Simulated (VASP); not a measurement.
# Al6N in VASP: notebook

One slab, Al6N, is run at these levels: PBE; tasks: single point.

Program: VASP 6.6.1. These are calculated values, not measurements. Logs are shortened: lines on timing, memory, paths and dates and some standing lists are left out, and cuts for length are marked.

### Step 1. The structure

The cell holds a slab with vacuum, 14 atoms: a = 5.714 Å, b = 5.714 Å, c = 22.602 Å, α = 90.00°, β = 90.00°, γ = 120.00°.

### Step 2. Single point, PBE

The input, INCAR:

```
ALGO = Fast
DIPOL = 0.5 0.5 0.300
EDIFF = 1E-6
ENCUT = 520
GGA = PE
IDIPOL = 3
ISIF = 2
ISMEAR = 0
LASPH = T
LCHARG = F
LDIPOL = T
LREAL = F
LWAVE = F
NBANDS = 36
NELM = 100
PREC = Accurate
SIGMA = 0.1
```

The input, KPOINTS:

```
k-points
0
Gamma
  6 6 1
```

The input, POSCAR:

```
Al6N
1.0
    5.7143028096      0.0000000000      0.0000000000
   -2.8571514048      4.9487313980      0.0000000000
    0.0000000000      0.0000000000     22.6016424610
Al N
12 2
Direct
    0.3333333333      0.1666666667      0.1769782885
    0.3333333333      0.6666666667      0.1769782885
    0.8333333333      0.1666666667      0.1769782885
    0.8333333333      0.6666666667      0.1769782885
    0.1666666667      0.3333333333      0.2787817905
    0.1666666667      0.8333333333      0.2787817905
    0.6666666667      0.3333333333      0.2787817905
    0.6666666667      0.8333333333      0.2787817905
    0.0000000000      0.0000000000      0.3805759903
    0.0000000000      0.5000000000      0.3805759903
    0.5000000000      0.0000000000      0.3805759903
    0.5000000000      0.5000000000      0.3805759903
    0.2375007853      0.5000000000      0.4301299110
    0.7624992147      0.5000000000      0.4301299110
```

Potentials or basis: VASP PAW PBE potentials, release 64 (Al, N).

Command:

```sh
cat potpaw_PBE.64/Al/POTCAR potpaw_PBE.64/N/POTCAR > POTCAR
mpirun -np 1 vasp_std > vasp.out
```

OUTCAR:

```text
EDIFF = 1E-6
   ENCUT = 520
   GGA = PE
   ISIF = 2
   ISMEAR = 0
   LASPH = T
   LREAL = F
   NELM = 100
   PREC = Accurate

 ion  position               nearest neighbor table
   1  0.333  0.167  0.177-   5 2.83   6 2.83   7 2.83   4 2.86   2 2.86   2 2.86   4 2.86   3 2.86
                             3 2.86
   2  0.333  0.667  0.177-   6 2.83   5 2.83   8 2.83   3 2.86   1 2.86   1 2.86   3 2.86   4 2.86
                             4 2.86
   3  0.833  0.167  0.177-   7 2.83   8 2.83   5 2.83   4 2.86   2 2.86   4 2.86   2 2.86   1 2.86
                             1 2.86
   4  0.833  0.667  0.177-   8 2.83   7 2.83   6 2.83   3 2.86   1 2.86   3 2.86   1 2.86   2 2.86
                             2 2.86
   5  0.167  0.333  0.279-   9 2.83  12 2.83  10 2.83   1 2.83   2 2.83   3 2.83   8 2.86   6 2.86
                             6 2.86   8 2.86   7 2.86   7 2.86
   6  0.167  0.833  0.279-  10 2.83  11 2.83   9 2.83   2 2.83   1 2.83   4 2.83   7 2.86   5 2.86
                             5 2.86   7 2.86   8 2.86   8 2.86
   7  0.667  0.333  0.279-  11 2.83  10 2.83  12 2.83   3 2.83   4 2.83   1 2.83   8 2.86   6 2.86
                             8 2.86   6 2.86   5 2.86   5 2.86
   8  0.667  0.833  0.279-  12 2.83   9 2.83  11 2.83   4 2.83   3 2.83   2 2.83   7 2.86   5 2.86
                             7 2.86   5 2.86   6 2.86   6 2.86
   9  0.000  0.000  0.381-   5 2.83   8 2.83   6 2.83  10 2.86  12 2.86  10 2.86  12 2.86  11 2.86
                            11 2.86
  10  0.000  0.500  0.381-  13 1.76  14 1.76   6 2.83   7 2.83   5 2.83   9 2.86  11 2.86   9 2.86
                            11 2.86  12 2.86  12 2.86
  11  0.500  0.000  0.381-   7 2.83   6 2.83   8 2.83  10 2.86  12 2.86  12 2.86  10 2.86   9 2.86
                             9 2.86
  12  0.500  0.500  0.381-  13 1.87  14 1.87   8 2.83   5 2.83   7 2.83   9 2.86  11 2.86  11 2.86
                             9 2.86  10 2.86  10 2.86
  13  0.238  0.500  0.430-  10 1.76  12 1.87
  14  0.762  0.500  0.430-  10 1.76  12 1.87

  LATTYP: Found a hexagonal cell.
 ALAT       =     5.7143028096
 C/A-ratio  =     3.9552755978

  Lattice vectors:

 A1 = (   5.7143028096,   0.0000000000,   0.0000000000)
 A2 = (  -2.8571514048,   4.9487313980,   0.0000000000)
 A3 = (   0.0000000000,   0.0000000000,  22.6016424610)

Analysis of symmetry for initial positions (statically):
=====================================================================
 Subroutine PRICEL returns:
 Original cell was already a primitive cell.

 Routine SETGRP: Setting up the symmetry group for a
 hexagonal supercell.

 Subroutine GETGRP returns: Found  2 space group operations
 (whereof  1 operations were pure point group operations)
 out of a pool of 24 trial point group operations.

The static configuration has the point symmetry C_1 .
 The point group associated with its full space group is C_1h.

Analysis of symmetry for dynamics (positions and initial velocities):
=====================================================================
 Subroutine PRICEL returns:
 Original cell was already a primitive cell.

 Routine SETGRP: Setting up the symmetry group for a
 hexagonal supercell.

 Subroutine GETGRP returns: Found  2 space group operations
 (whereof  1 operations were pure point group operations)
 out of a pool of 24 trial point group operations.

The dynamic configuration has the point symmetry C_1 .
 The point group associated with its full space group is C_1h.

 Subroutine INISYM returns: Found  2 space group operations
 (whereof  1 operations are pure point group operations),
 and found     1 'primitive' translations

----------------------------------------------------------------------------------------

                                     Primitive cell

  volume of cell :     639.1417

  direct lattice vectors                    reciprocal lattice vectors
     5.714302810  0.000000000  0.000000000     0.174999476  0.101035995  0.000000000
    -2.857151405  4.948731398  0.000000000     0.000000000  0.202071990  0.000000000
     0.000000000  0.000000000 22.601642461     0.000000000  0.000000000  0.044244572

  length of vectors
     5.714302810  5.714302810 22.601642461     0.202071990  0.202071990  0.044244572

  position of ions in fractional coordinates (direct lattice)
     0.333333333  0.166666667  0.176978289
     0.333333333  0.666666667  0.176978289
     0.833333333  0.166666667  0.176978289
     0.833333333  0.666666667  0.176978289
     0.166666667  0.333333333  0.278781790
     0.166666667  0.833333333  0.278781790
     0.666666667  0.333333333  0.278781790
     0.666666667  0.833333333  0.278781790
     0.000000000  0.000000000  0.380575990
     0.000000000  0.500000000  0.380575990
     0.500000000  0.000000000  0.380575990
     0.500000000  0.500000000  0.380575990
     0.237500785  0.500000000  0.430129911
     0.762499215  0.500000000  0.430129911

  ion indices of the primitive-cell ions
   primitive index   ion index
                 1           1
                 2           2
                 3           3
                 4           4
                 5           5
                 6           6
                 7           7
                 8           8
                 9           9
                10          10
                11          11
                12          12
                13          13
                14          14

----------------------------------------------------------------------------------------

 KPOINTS: k-points

Automatic generation of k-mesh.
 Grid dimensions read from file:
 generate k-points for:    6    6    1

 Generating k-lattice:

  Cartesian coordinates                     Fractional coordinates (reciprocal lattice)
     0.029166579  0.016839332  0.000000000     0.166666667  0.000000000  0.000000000
     0.000000000  0.033678665  0.000000000     0.000000000  0.166666667  0.000000000
     0.000000000  0.000000000  0.044244572     0.000000000  0.000000000  1.000000000

  Length of vectors
     0.033678665  0.033678665  0.044244572

  Shift w.r.t. Gamma in fractional coordinates (k-lattice)
     0.000000000  0.000000000  0.000000000

 Subroutine IBZKPT returns following result:
 ===========================================

 Found     13 irreducible k-points:

 Following reciprocal coordinates:
            Coordinates               Weight
  0.000000  0.000000  0.000000      1.000000
  0.166667 -0.000000  0.000000      4.000000
  0.000000  0.166667  0.000000      2.000000
  0.333333  0.000000  0.000000      4.000000
  0.000000  0.333333  0.000000      2.000000
  0.500000  0.000000  0.000000      2.000000
  0.000000  0.500000  0.000000      1.000000
  0.166667  0.166667  0.000000      4.000000
 -0.333333  0.166667  0.000000      2.000000
  0.333333  0.166667  0.000000      4.000000
 -0.166667  0.500000  0.000000      4.000000
  0.500000  0.333333  0.000000      4.000000
  0.333333  0.333333  0.000000      2.000000
   k-points           NKPTS =     13   k-points in BZ     NKDIM =     13   number of bands    NBANDS=     36
   number of dos      NEDOS =    301   number of ions     NIONS =     14
   total plane-waves  NPLWV = 296352
   dimension x,y,z NGX =    42 NGY =   42 NGZ =  168
   dimension x,y,z NGXF=    84 NGYF=   84 NGZF=  336
   ions per type =              12   2
   NGX,Y,Z   is equivalent  to a cutoff of  12.22, 12.22, 12.36 a.u.
   NGXF,Y,Z  is equivalent  to a cutoff of  24.44, 24.44, 24.71 a.u.
 SYSTEM =  unknown system
   PREC   = accura    normal or accurate (medium, high low for compatibility)
   ISTART =      0    job   : 0-new  1-cont  2-samecut
   ICHARG =      2    charge: 1-file 2-atom 10-const
   ISPIN  =      1    spin polarized calculation?
   LNONCOLLINEAR =      F non collinear calculations
   LSORBIT =      F    spin-orbit coupling
   LASPH  =      T    aspherical Exc in radial PAW
   ENCUT  =  520.0 eV  38.22 Ry    6.18 a.u.  10.62 10.62 42.02*2*pi/ulx,y,z
   NELM   =    100;   NELMIN=  2; NELMDL= -5     # of ELM steps
   EDIFF  = 0.1E-05   stopping-criterion for ELM
   LREAL  =      F    real-space projection
   EDIFFG = 0.1E-04   stopping-criterion for IOM
   NSW    =      0    number of steps for IOM
   IBRION =     -1    ionic relax: 0-MD 1-quasi-New 2-CG
   NFREE  =      0    steps in history (QN), initial steepest desc. (CG)
   ISIF   =      2    stress and relaxation
   ISYM   =      2    0-nonsym 1-usesym 2-fastsym
   POTIM  = 0.5000    time-step for ionic-motion
   TEBEG  =    0.0;   TEEND  =   0.0 temperature during run
   PSTRESS=    0.0 pullay stress
   NELECT =      46.0000    total number of electrons
   NUPDOWN=      -1.0000    fix difference up-down
   EMIN   =  10.00;   EMAX   =-10.00  energy-range for DOS
   EFERMI =   0.00;   METHOD = LEGACY
   ISMEAR =     0;   SIGMA  =   0.10  broadening in eV -4-tet -1-fermi 0-gaus
   EFERMI_NEDOS =   21; number of points for ismear=-14 and -15
   IALGO  =     68    algorithm
   IMIX   =      4    mixing-type and parameters
     AMIX     =   0.40;   BMIX     =  1.00
     AMIX_MAG =   1.60;   BMIX_MAG =  1.00
  volume/ion in A,a.u.               =      45.65       308.08
  Fermi-wavevector in a.u.,A,eV,Ry     =   0.680971  1.286848  6.309308  0.463721
  Thomas-Fermi vector in A             =   1.759617
   LORBIT       =      0    0 simple, 1 ext, 2 COOP (PROOUT), +10 PAW based schemes
   GGA     = PE    functional components
   LHFCALC =     F    Hartree Fock is set to
   AEXX    =    0.0000 exact exchange contribution
   IVDW    =     0    specifies the selected vdW correction
   LEPSILON=     F    determine dielectric tensor
   LRPA    =     F    only Hartree local field effects (RPA)
 non-spin polarized calculation
 RMM-DIIS sequential band-by-band and
 Gauss-broadening in eV      SIGMA  =   0.10
  energy-cutoff  :      520.00
  volume of cell :      639.14
 maximum number of plane-waves:     17305
   NGX = 21   NGY = 21   NGZ = 85

 dipolmoment           0.000000      0.000000     -0.101946 electrons x Angstroem

 number of electron      46.0000002 magnetization

 dipolmoment           0.000000      0.000000      0.374780 electrons x Angstroem

 Free energy of the ion-electron system (eV)
  ---------------------------------------------------
  ext. energy  EPLUGINS =         0.00000000
  ---------------------------------------------------
  free energy    TOTEN  =       -57.37012363 eV

  energy without entropy =      -57.34503097  energy(sigma->0) =      -57.35757730

 E-fermi :  -1.0015     XC(G=0):  -4.1255

 val. band max:       -1.0094577539   @ k =  -0.3333   0.1667   0.0000
 cond. band min:      -0.9836060181   @ k =   0.5000   0.0000   0.0000
 fundamental gap:      0.0258517357
 Fermi energy:        -1.0015230081

 k-point     1 :       0.0000    0.0000    0.0000
  band No.  band energies     occupation
      1     -15.0708      2.00000
      2     -13.8324      2.00000
      3     -11.4000      2.00000
      4      -9.2989      2.00000
      5      -6.4149      2.00000
      6      -6.1655      2.00000
[... 27 lines left out ...]
     34       3.0111      0.00000
     35       3.5079      0.00000
[... 424 lines left out ...]
      4      -9.4589      2.00000
      5      -9.3843      2.00000
      6      -8.0059      2.00000
[... 27 lines left out ...]
     34       2.4036      0.00000
     35       2.5494      0.00000
 [bands above 35 left out]

------------------------ aborting loop because EDIFF is reached ----------------------------------------

 vacuum level on the upper side and lower side of the slab       (xc-potential included)         1.148        -1.184

  FORCE on cell =-STRESS in cart. coord.  units (eV):
  Direction    XX          YY          ZZ          XY          YZ          ZX
  --------------------------------------------------------------------------------------
  -------------------------------------------------------------------------------------
  Total        8.6199487     -8.4473435      0.3518750      0.0000000      0.6284245      0.0000000
  in kB       21.6081771    -21.1754967      0.8820676      0.0000000      1.5753120      0.0000000
  external PRESSURE =       0.4382493 kB  Pullay stress =       0.0000000 kB

 VOLUME and BASIS-vectors are now :
 -----------------------------------------------------------------------------
  energy-cutoff  :      520.00
  volume of cell :      639.14
      direct lattice vectors                 reciprocal lattice vectors
     5.714302810  0.000000000  0.000000000     0.174999476  0.101035995  0.000000000
    -2.857151405  4.948731398  0.000000000     0.000000000  0.202071990  0.000000000
     0.000000000  0.000000000 22.601642461     0.000000000  0.000000000  0.044244572

 POSITION                                       TOTAL-FORCE (eV/Angst)
 -----------------------------------------------------------------------------------
      1.42858      0.82479      4.00000         0.000000      0.041143     -0.143636
     -0.00000      3.29915      4.00000        -0.001977     -0.116240     -0.206760
      4.28573      0.82479      4.00000        -0.000000      0.043003     -0.151471
      2.85715      3.29915      4.00000         0.001977     -0.116240     -0.206760
      0.00000      1.64958      6.30093        -0.006130      0.064932     -0.138526
     -1.42858      4.12394      6.30093         0.000000     -0.039515      0.067629
      2.85715      1.64958      6.30093         0.006130      0.064932     -0.138526
      1.42858      4.12394      6.30093        -0.000000     -0.037966      0.091190
      0.00000      0.00000      8.60164        -0.002433     -0.031787      0.765815
     -1.42858      2.47437      8.60164         0.000000      0.042999     -0.076616
      2.85715      0.00000      8.60164         0.002433     -0.031787      0.765815
      1.42858      2.47437      8.60164         0.000000      0.057955      2.200447
     -0.07142      2.47437      9.72164         2.129724      0.029286     -1.414300
      2.92858      2.47437      9.72164        -2.129724      0.029286     -1.414300
 -----------------------------------------------------------------------------------
    total drift:                               -0.000000      0.000751     -0.000116

  FREE ENERGIE OF THE ION-ELECTRON SYSTEM (eV)
  ---------------------------------------------------
  free  energy   TOTEN  =       -57.3701236312 eV

  energy  without entropy=      -57.3450309732  energy(sigma->0) =      -57.35757730

 vacuum level on the upper side and lower side of the slab         5.474         3.077
```

Run time: 7.1 min. Hardware: 1 thread of Intel Xeon Platinum 8559C (Emerald Rapids), shared host; peak memory 0.74 GiB.

Results:

- Free energy: -57.3701 eV
- Largest force: 2.557 eV/Å
- Band gap on the k mesh: none (metal or under the smearing width)

Forces in eV/Å, atoms in the order of the input:
```
Al   0.000  0.041 -0.144
Al  -0.002 -0.116 -0.207
Al   0.000  0.043 -0.151
Al   0.002 -0.116 -0.207
Al  -0.006  0.065 -0.139
Al   0.000 -0.040  0.068
Al   0.006  0.065 -0.139
Al   0.000 -0.038  0.091
Al  -0.002 -0.032  0.766
Al   0.000  0.043 -0.077
Al   0.002 -0.032  0.766
Al   0.000  0.058  2.200
N    2.130  0.029 -1.414
N   -2.130  0.029 -1.414
```

Levels at points of the mesh, in eV from the Fermi level:
```
           k point  band 18  band 19  band 20  band 21  band 22  band 23  band 24  band 25  band 26  band 27
(0.00, 0.00, 0.00)    -2.10    -2.02    -1.57    -1.40    -1.25    -0.65    -0.52    -0.15     1.16     1.26
(0.50, 0.00, 0.00)    -1.33    -0.70    -0.69    -0.30    -0.29     0.02     0.03     0.46     0.49     1.67
(0.00, 0.50, 0.00)    -1.16    -0.75    -0.52    -0.48    -0.04     0.05     0.42     0.45     1.04     1.16
```

### Step 3. Single point, PBE

The input, INCAR:

```
SYSTEM = Al6N
PREC = Accurate
ENCUT = 520
EDIFF = 1E-7
ISMEAR = 0
SIGMA = 0.1
LREAL = .False.
LASPH = .True.
NELM = 100
ALGO = Fast
ISIF = 2
LWAVE = .False.
LCHARG = .False.
LDIPOL = .True.
IDIPOL = 3
DIPOL = 0.5 0.5 0.310
GGA = PE
NBANDS = 36
```

The input, KPOINTS:

```
Automatic mesh
0
Gamma
  6 6 1
  0 0 0
```

Changes to POSCAR since step 2:

```diff
@@ -20,3 +20,3 @@
     0.5000000000      0.5000000000      0.3805759903
-    0.2375007853      0.5000000000      0.4301299110
-    0.7624992147      0.5000000000      0.4301299110
+    0.3660379008      0.5000000000      0.4956118778
+    0.6339620992      0.5000000000      0.4956118778
```

Potentials or basis: VASP PAW PBE potentials, release 64 (Al, N).

Command:

```sh
cat potpaw_PBE.64/Al/POTCAR potpaw_PBE.64/N/POTCAR > POTCAR
mpirun -np 1 vasp_std > vasp.out
```

It took 8.4 min on 1 thread of Intel Xeon Platinum 8559C (Emerald Rapids), shared host; peak memory 0.72 GiB.

Results (log left out):

```
Free energy            : -54.3035 eV
Largest force          : 11.501 eV/Å
Band gap on the k mesh : none (metal or under the smearing width)
```

Forces on the atoms (eV/Å):
```
Al    0.000  -0.015  -0.086
Al    0.016   0.034  -0.082
Al    0.000  -0.011  -0.034
Al   -0.016   0.034  -0.082
Al    0.001  -0.021  -0.020
Al    0.000  -0.025  -0.028
Al   -0.001  -0.021  -0.020
Al    0.000   0.008  -0.022
Al    0.021   0.010   0.054
Al    0.000  -0.017   0.231
Al   -0.021   0.010   0.054
Al    0.000  -0.028   0.958
N    11.491   0.020  -0.463
N   -11.491   0.020  -0.463
```

Levels at points of the mesh, in eV from the Fermi level:
| k point | band 21 | band 22 | band 23 | band 24 | band 25 | band 26 |
| --- | --- | --- | --- | --- | --- | --- |
| (0.00, 0.00, 0.00) | -2.33 | -0.50 | -0.36 | -0.30 | -0.23 | -0.06 |
| (0.50, 0.00, 0.00) | -0.48 | -0.23 | -0.18 | 0.35 | 0.41 | 0.99 |
| (0.00, 0.50, 0.00) | -0.48 | -0.24 | -0.18 | 0.33 | 0.48 | 0.99 |
